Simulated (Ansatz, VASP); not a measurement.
# EuS: VASP beside Ansatz

File INCAR:

```
SYSTEM = EuS
PREC = Accurate ; ENCUT = 520
EDIFF = 1E-7 ; ISMEAR = 0
SIGMA = 0.025 ; LREAL = .FALSE.
LASPH = .TRUE. ; NELM = 120
ALGO = Fast ; ISIF = 2
LWAVE = .FALSE. ; LCHARG = .FALSE.
ISPIN = 2 ; MAGMOM = 7 0
LORBIT = 11 ; LMAXMIX = 6
GGA = PE
```

The input KPOINTS:

```
Automatic mesh
0
G
  8 8 8
  0 0 0
```

Contents of POSCAR:

```
EuS
1.0
    0.0000000000      2.9785000000      2.9785000000
    2.9785000000      0.0000000000      2.9785000000
    2.9785000000      2.9785000000      0.0000000000
Eu S
1 1
Direct
    0.0000000000      0.0000000000      0.0000000000
    0.5000000000      0.5000000000      0.5000000000
```

File input.yaml:

```yaml
crystal:
  lattice:
    - [0.0, 2.9785, 2.9785]
    - [2.9785, 0.0, 2.9785]
    - [2.9785, 2.9785, 0.0]
  atoms:
    - { symbol: Eu, position: [0.0, 0.0, 0.0], spin: 7.0 }
    - { symbol: S, position: [0.5, 0.5, 0.5] }
hamiltonian:
  xc: pbe
  pseudopotentials: { kind: paw }
magnetization:
  spin_polarized: true
kpoints:
  mp_grid: { grid: [8, 8, 8] }
scf:
  occupations: { method: gaussian, width: 0.025 }
output:
  forces: true
  stress: true
  eigenvalues: true
  write_density: true
  write_potential: true
  elf: true
  volumetric_format: npy
```

Alike in both runs: task single point; functional PBE; k mesh 8 × 8 × 8; occupations gaussian, width 0.025 eV; collinear spin, ferromagnetic start.

```csv
,VASP,Ansatz
version,VASP 6.6.1,Ansatz 0.2.0
potentials or method,"VASP PAW PBE potentials, release 64 (Eu, S)",Ansatz PAW
plane-wave cutoff (eV),520,420
valence electrons in the cell,23,23
```

Ansatz gave:

| Item | Value |
| --- | --- |
| gap on the k mesh at the Fermi level (eV) | none |
| pressure (GPa) | -2.5 |
| net moment per atom (μB) | 3.49 |
| size of the moment on the site where the two differ most (μB) | 6.76 |

Problem. Which values does VASP return?

Solution. gap on the k mesh at the Fermi level (eV): none; pressure (GPa): -2.8; net moment per atom (μB): 3.49; size of the moment on the site where the two differ most (μB): 6.59.

Site moments also hang on the region over which each program counts them. A gap of «none» marks a metal or a gap that the smearing closes.

Caveats: spin-orbit coupling is left out, which moves the levels of the heavy elements; a cell with one magnetic atom can't hold antiferromagnetic order, which such compounds often take; without U or exact exchange the open f shell lies at the Fermi level, which spoils levels, moments and volumes. With open d or f shells a metallic result of PBE can be an artefact of self-interaction; +U or a hybrid may open a gap. The state reached can hang on the start; a lower one may exist.
